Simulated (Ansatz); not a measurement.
Energy ranking of NiO structures

These are results of DFT r2SCAN, scalar-relativistic, plane waves, PAW (Ansatz), not measurements. All cells share a 500 eV cutoff and Γ-centred k meshes spaced at most 0.3 Å⁻¹ (0.19 for metals, 2π included).

Temperature and zero-point effects are left out. Only the structures computed here compete, so a lower one can exist. The k mesh leaves about 4 meV/atom of noise in metals. The magnetic state reached may not be the lowest. Compounds of this kind are mostly antiferromagnets with correlated d electrons. The runs began with parallel moments and used no Hubbard U, so such a phase can lie too high, and one that is known to be stable (NiO, say) can come out unstable. Magnetic atoms first started from parallel or listed moments, and other orders weren't tried. The functional can misorder magnetic and non-magnetic phases.

```tsv
#	started from	space group	atoms	V (Å³/atom)	ΔE (meV/atom)	gap on mesh (eV)	net m per atom / largest site m (μB)
1	database cell	Fm-3m (No. 225)	2	9.2	0	0.82	1.00 / 1.67
2	caesium chloride type	Pm-3m (No. 221)	2	8.7	862	0.00	1.00 / 1.52
```

The lowest structure: Space group Fm-3m (No. 225), cubic, a = 4.188 Å. Ni has 6 O at 2.09 Å; O has 6 Ni at 2.09 Å. Its energy against the elements is -1.083 eV/atom. Formation energies are uncorrected and refer to the lowest elemental structures computed at the same level (O₂ as a molecule).

Space group Fm-3m (No. 225). a = 4.188 Å, b = 4.188 Å, c = 4.188 Å, α = 90.00°, β = 90.00°, γ = 90.00°
```
atom  site  symmetry       x       y       z
  Ni    4a      m-3m  0.0000  0.0000  0.0000
   O    4b      m-3m  0.5000  0.0000  0.0000
```

The second: Space group Pm-3m (No. 221), cubic, a = 2.588 Å. Ni is coordinated by 8 O at 2.24 Å and 6 Ni at 2.59 Å; O is coordinated by 8 Ni at 2.24 Å and 6 O at 2.59 Å.